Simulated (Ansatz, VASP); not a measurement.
# SiC (Moissanite 3C) in two plane-wave programs, part 2 of 3

One calculation is typed for both programs; each brings its own data sets and cutoff. How far apart do they land? The cell is taken from a series of VASP runs on this material, whose earlier steps may have relaxed, scaled or displaced it; both programs get it as it stands.

VASP 6.6.1 and Ansatz 0.2.0.

So far: The structure; Ansatz: relaxation of cell and atoms, r2SCAN with rVV10.

## 3. VASP: relaxation of cell and atoms, r2SCAN with rVV10

Level of this step: r2SCAN with rVV10; plane waves and PAW (Si, C) (VASP).

The same cell, functional, mesh and smearing now go to VASP, with its own data sets and cutoff.

Lines of VASP's logs that name or quote its potential files are left out, and so is its time.

The input, INCAR:

```
SYSTEM = SiC
PREC = Accurate
ENCUT = 520
EDIFF = 1E-06
NELM = 100
ISMEAR = 0
SIGMA = 0.03
LREAL = .FALSE.
ALGO = Normal
METAGGA = R2SCAN
LUSE_VDW = .TRUE.
IVDW_NL = 2
BPARAM = 11.95
CPARAM = 0.0093
LASPH = .TRUE.
NBANDS = 10
LORBIT = 11
LWAVE = .FALSE.
LCHARG = .FALSE.
KPAR = 8
IBRION = 2
NSW = 50
ISIF = 3
EDIFFG = -0.006
```

The input, POSCAR:

```
SiC
1.0
    0.0000000000      2.1758101538      2.1758101538
    2.1758101538      0.0000000000      2.1758101538
    2.1758101538      2.1758101538      0.0000000000
Si C
1 1
Direct
    0.0000000000      0.0000000000      0.0000000000
    0.7500000000      0.7500000000      0.7500000000
```

The input, KPOINTS:

```
Automatic mesh
0
Gamma
8 8 8
0 0 0
```

PAW data sets: Si and C (PBE family, release 64).

Run with:

```sh
> mpirun -np 8 vasp_std
```

Numbers of over 12 decimals in the logs are rounded to 6 here.

What it wrote:

```text
[banner, memory and clock lines left out]
running    8 mpi-ranks, on    1 nodes
 distrk:  each k-point on    1 cores,    8 groups
 distr:  one band on    1 cores,    1 groups

 POSCAR found type information on POSCAR SiC
 POSCAR found :  2 types and       2 ions
|                                                                             |
|           W    W    AA    RRRRR   N    N  II  N    N   GGGG   !!!           |
|           W    W   A  A   R    R  NN   N  II  NN   N  G    G  !!!           |
|           W    W  A    A  R    R  N N  N  II  N N  N  G       !!!           |
|           W WW W  AAAAAA  RRRRR   N  N N  II  N  N N  G  GGG   !            |
|           WW  WW  A    A  R   R   N   NN  II  N   NN  G    G                |
|           W    W  A    A  R    R  N    N  II  N    N   GGGG   !!!           |
|                                                                             |
|     For optimal performance we recommend to set                             |
|       NCORE = 2 up to number-of-cores-per-socket                            |
|     NCORE specifies how many cores store one orbital (NPAR=cpu/NCORE).      |
|     This setting can greatly improve the performance of VASP for DFT.       |
|     The default, NCORE=1 might be grossly inefficient on modern             |
|     multi-core architectures or massively parallel machines. Do your        |
|     Unfortunately you need to use the default for GW and RPA                |
|     calculations (for HF NCORE is supported but not extensively tested      |
|     yet).                                                                   |
|                                                                             |

|                                                                             |
|               ----> ADVICE to this user running VASP <----                  |
|                                                                             |
|     You have switched on vdW-DFT.                                           |
|     This routine was written and supplied by Jiri Klimes. We recommend      |
|     that you carefully read and cite the following publications:            |
|       J. Klimes, D.R. Bowler, A. Michelides                                 |
|          J. Phys.: Cond Matt. 22 022201 (2010)                              |
|       J. Klimes, D.R. Bowler, A. Michelides                                 |
|          Phys. Rev. B. 83, 195131 (2011)                                    |
|     and references therein.                                                 |
|                                                                             |

|                                                                             |
|               ----> ADVICE to this user running VASP <----                  |
|                                                                             |
|     You enforced a specific xc type in the INCAR file but a different       |
|     [... a line on the potential file left out ...]
|     I HOPE YOU KNOW WHAT YOU ARE DOING!                                     |
|                                                                             |

 LDA part: xc-table for (None), standard interpolation
 POSCAR, INCAR and KPOINTS ok, starting setup
 FFT: planning ... GRIDC
 FFT: planning ... GRID_SOFT
 FFT: planning ... GRID
 WAVECAR not read
 entering main loop
       N       E                     dE             d eps       ncg     rms          rms(c)
Total rVV10 correction in eV:      0.0732197     9.4144869
Total rVV10 correction in eV:      0.0732197     9.4144869
Total rVV10 correction in eV:      0.0732197     9.4144869
Total rVV10 correction in eV:      0.0732197     9.4144869
Total rVV10 correction in eV:      0.0732197     9.4144869
Total rVV10 correction in eV:      0.0732197     9.4144869
Total rVV10 correction in eV:      0.0732197     9.4144869
Total rVV10 correction in eV:      0.0732197     9.4144869
DAV:   1    -0.203891912783E-01   -0.20389E-01   -0.41385E+03   596   0.688E+02
DAV:   2    -0.215746444165E+02   -0.21554E+02   -0.20479E+02   748   0.119E+02
DAV:   3    -0.222188570510E+02   -0.64421E+00   -0.64330E+00   692   0.182E+01
DAV:   4    -0.222212877128E+02   -0.24307E-02   -0.24305E-02   662   0.139E+00
DAV:   5    -0.222212995743E+02   -0.11861E-04   -0.11861E-04   668   0.897E-02    0.924E+00
Total rVV10 correction in eV:      0.0881104     9.4144870
Total rVV10 correction in eV:      0.0881104     9.4144870
Total rVV10 correction in eV:      0.0881104     9.4144870
Total rVV10 correction in eV:      0.0881104     9.4144870
Total rVV10 correction in eV:      0.0881104     9.4144870
Total rVV10 correction in eV:      0.0881104     9.4144870
Total rVV10 correction in eV:      0.0881104     9.4144870
Total rVV10 correction in eV:      0.0881104     9.4144870
DAV:   6    -0.191872760453E+02    0.30340E+01   -0.51769E+00   650   0.116E+01    0.512E+00
Total rVV10 correction in eV:      0.0963635     9.4144870
Total rVV10 correction in eV:      0.0963635     9.4144870
Total rVV10 correction in eV:      0.0963635     9.4144870
Total rVV10 correction in eV:      0.0963635     9.4144870
Total rVV10 correction in eV:      0.0963635     9.4144870
Total rVV10 correction in eV:      0.0963635     9.4144870
Total rVV10 correction in eV:      0.0963635     9.4144870
Total rVV10 correction in eV:      0.0963635     9.4144870
DAV:   7    -0.192119631146E+02   -0.24687E-01   -0.50519E-01   740   0.444E+00    0.249E+00
Total rVV10 correction in eV:      0.1037930     9.4144870
Total rVV10 correction in eV:      0.1037930     9.4144870
Total rVV10 correction in eV:      0.1037930     9.4144870
Total rVV10 correction in eV:      0.1037930     9.4144870
Total rVV10 correction in eV:      0.1037930     9.4144870
Total rVV10 correction in eV:      0.1037930     9.4144870
Total rVV10 correction in eV:      0.1037930     9.4144870
Total rVV10 correction in eV:      0.1037930     9.4144870
DAV:   8    -0.192205747526E+02   -0.86116E-02   -0.20459E-02   608   0.120E+00    0.185E-01
Total rVV10 correction in eV:      0.1044070     9.4144870
Total rVV10 correction in eV:      0.1044070     9.4144870
Total rVV10 correction in eV:      0.1044070     9.4144870
Total rVV10 correction in eV:      0.1044070     9.4144870
Total rVV10 correction in eV:      0.1044070     9.4144870
Total rVV10 correction in eV:      0.1044070     9.4144870
Total rVV10 correction in eV:      0.1044070     9.4144870
Total rVV10 correction in eV:      0.1044070     9.4144870
DAV:   9    -0.192208476735E+02   -0.27292E-03   -0.29737E-04   750   0.175E-01    0.133E-01
Total rVV10 correction in eV:      0.1047810     9.4144870
Total rVV10 correction in eV:      0.1047810     9.4144870
Total rVV10 correction in eV:      0.1047810     9.4144870
Total rVV10 correction in eV:      0.1047810     9.4144870
Total rVV10 correction in eV:      0.1047810     9.4144870
Total rVV10 correction in eV:      0.1047810     9.4144870
Total rVV10 correction in eV:      0.1047810     9.4144870
Total rVV10 correction in eV:      0.1047810     9.4144870
DAV:  10    -0.192209221394E+02   -0.74466E-04   -0.66311E-05   602   0.823E-02    0.114E-02
Total rVV10 correction in eV:      0.1047936     9.4144870
Total rVV10 correction in eV:      0.1047936     9.4144870
Total rVV10 correction in eV:      0.1047936     9.4144870
Total rVV10 correction in eV:      0.1047936     9.4144870
Total rVV10 correction in eV:      0.1047936     9.4144870
Total rVV10 correction in eV:      0.1047936     9.4144870
Total rVV10 correction in eV:      0.1047936     9.4144870
Total rVV10 correction in eV:      0.1047936     9.4144870
DAV:  11    -0.192209214521E+02    0.68736E-06   -0.60035E-07   632   0.617E-03
Total rVV10 correction in eV:      0.1047952     9.4144870
Total rVV10 correction in eV:      0.1047952     9.4144870
Total rVV10 correction in eV:      0.1047952     9.4144870
Total rVV10 correction in eV:      0.1047952     9.4144870
Total rVV10 correction in eV:      0.1047952     9.4144870
Total rVV10 correction in eV:      0.1047952     9.4144870
Total rVV10 correction in eV:      0.1047952     9.4144870
Total rVV10 correction in eV:      0.1047952     9.4144870
Total rVV10 correction in eV:      0.1047952     9.4144870
Total rVV10 correction in eV:      0.1047952     9.4144870
Total rVV10 correction in eV:      0.1047952     9.4144870
Total rVV10 correction in eV:      0.1047952     9.4144870
Total rVV10 correction in eV:      0.1047952     9.4144870
Total rVV10 correction in eV:      0.1047952     9.4144870
Total rVV10 correction in eV:      0.1047952     9.4144870
Total rVV10 correction in eV:      0.1047952     9.4144870
   1 F= -.19220921E+02 E0= -.19220921E+02  d E =-.192209E+02
 curvature:   0.00 expect dE= 0.000E+00 dE for cont linesearch  0.000E+00
 trial: gam= 0.00000 g(F)=  0.871E-45 g(S)=  0.871E-06 ort = 0.000E+00 (trialstep = 0.100E+01)
 search vector abs. value=  0.871E-06
 reached required accuracy - stopping structural energy minimisation
```

Parts of OUTCAR (step 3):

```text
ion  position               nearest neighbor table
   1  0.000  0.000  0.000-   2 1.88   2 1.88   2 1.88   2 1.88
   2  0.750  0.750  0.750-   1 1.88   1 1.88   1 1.88   1 1.88

  LATTYP: Found a face centered cubic cell.
 ALAT       =     4.3516203076

 Subroutine GETGRP returns: Found 24 space group operations
 (whereof 24 operations were pure point group operations)

The static configuration has the point symmetry T_d .

 Found     29 irreducible k-points:

   k-points           NKPTS =     29   k-points in BZ     NKDIM =     29   number of bands    NBANDS=     10

   dimension x,y,z NGX =    24 NGY =   24 NGZ =   24
   dimension x,y,z NGXF=    48 NGYF=   48 NGZF=   48

   ENCUT  =  520.0 eV  38.22 Ry    6.18 a.u.   5.72  5.72  5.72*2*pi/ulx,y,z

   NELECT =       8.0000    total number of electrons

 k-points in reciprocal lattice and weights: Automatic mesh
   0.00000000  0.00000000  0.00000000       0.002
   0.12500000  0.00000000  0.00000000       0.016
   0.25000000  0.00000000  0.00000000       0.016
   0.37500000  0.00000000  0.00000000       0.016
   0.50000000  0.00000000  0.00000000       0.008
   0.12500000  0.12500000  0.00000000       0.012
   0.25000000  0.12500000  0.00000000       0.047
   0.37500000  0.12500000  0.00000000       0.047
   0.50000000  0.12500000  0.00000000       0.047
[...]
-0.37500000  0.50000000  0.12500000       0.023
  -0.25000000  0.50000000  0.25000000       0.012

 average (electrostatic) potential at core
       1 -83.2452       2 -46.6366

 E-fermi :   8.2597

 k-point     1 :       0.0000    0.0000    0.0000
  band No.  band energies     occupation
      1      -8.1946      2.00000
      2       8.0319      2.00000
      3       8.0319      2.00000
      4       8.0319      2.00000
      5      14.8965      0.00000
      6      15.9015      0.00000
      7      15.9015      0.00000
      8      15.9015      0.00000
      9      23.2584      0.00000
    ...

 k-point     2 :       0.1250    0.0000    0.0000
  band No.  band energies     occupation
      1      -7.8776      2.00000
      2       6.4830      2.00000
      3       7.8212      2.00000
      4       7.8212      2.00000
      5      15.1113      0.00000
      6      16.2767      0.00000
      7      16.2767      0.00000
      8      16.5416      0.00000
      9      22.0326      0.00000
    ...

 k-point     3 :       0.2500    0.0000    0.0000
  band No.  band energies     occupation
      1      -6.9531      2.00000
      2       3.5461      2.00000
      3       7.3950      2.00000
      4       7.3950      2.00000
      5      14.6118      0.00000
      6      16.5302      0.00000
      7      16.5302      0.00000
      8      18.2217      0.00000
      9      21.8983      0.00000
    ...

  Total       -0.0034693     -0.0034693     -0.0034693      0.0000000      0.0000000     -0.0000000
  in kB       -0.2698087     -0.2698087     -0.2698087      0.0000000      0.0000000     -0.0000000
  external PRESSURE =      -0.2698087 kB  Pullay stress =       0.0000000 kB

  energy-cutoff  :      520.00
  volume of cell :       20.60
      direct lattice vectors                 reciprocal lattice vectors
     0.000000000  2.175810154  2.175810154    -0.229799461  0.229799461  0.229799461
     2.175810154  0.000000000  2.175810154     0.229799461 -0.229799461  0.229799461
     2.175810154  2.175810154  0.000000000     0.229799461  0.229799461 -0.229799461

 POSITION                                       TOTAL-FORCE (eV/Angst)
 -----------------------------------------------------------------------------------
      0.00000      0.00000      0.00000         0.000000      0.000000      0.000000
      3.26372      3.26372      3.26372        -0.000000     -0.000000     -0.000000
 -----------------------------------------------------------------------------------
    total drift:                                0.000001      0.000001      0.000001

  FREE ENERGIE OF THE ION-ELECTRON SYSTEM (eV)
  ---------------------------------------------------
  free  energy   TOTEN  =       -19.2209214521 eV

  energy  without entropy=      -19.2209214521  energy(sigma->0) =      -19.22092145

 reached required accuracy - stopping structural energy minimisation

 total charge
# of ion       s       p       d       tot
------------------------------------------
    1        0.702   0.984   0.000   1.686
    2        0.850   1.716   0.000   2.566
--------------------------------------------------
tot          1.552   2.699   0.000   4.252

[... 3 further parts left out ...]
```

## 4. Differences

Known differences besides the potentials themselves: VASP keeps PBE cores, Ansatz makes them for the functional; both relaxations stop at a tolerance, which leaves soft axes loose, and VASP keeps its plane-wave basis; the cutoff is 500 eV in Ansatz and 520 eV in VASP; Ansatz adds a Pulay correction to the stress that steers its cell, VASP none. Total energies have different zeros and are not compared.

Both answers:

| quantity | Ansatz | VASP | difference |
| --- | --- | --- | --- |
| volume (Å³) | 20.61 | 20.60 | +0.02 % |
| edge a after relaxation, in the typed setting (Å) | 3.077 | 3.077 | +0.01 % |

The walks stopped with 0.05 GPa left in Ansatz and -0.03 GPa in VASP; each walk ends within a tolerance, so the volume difference is uncertain by about these residues over the bulk modulus, most in soft cells.

[end of part 2 of 3]

[Lines on the potential files, build, host, timing and source positions are cut from VASP's logs without a mark.]

[Logs are printed without paths, hosts, clocks, repeated set-up lines and the standing remarks that a program may print on its own settings, such as how far it seeks lower states.]

[Hosts, paths, dates, database ids (printed as entryN), source tags and the programs' standing remarks are cut or masked in the printed files.]
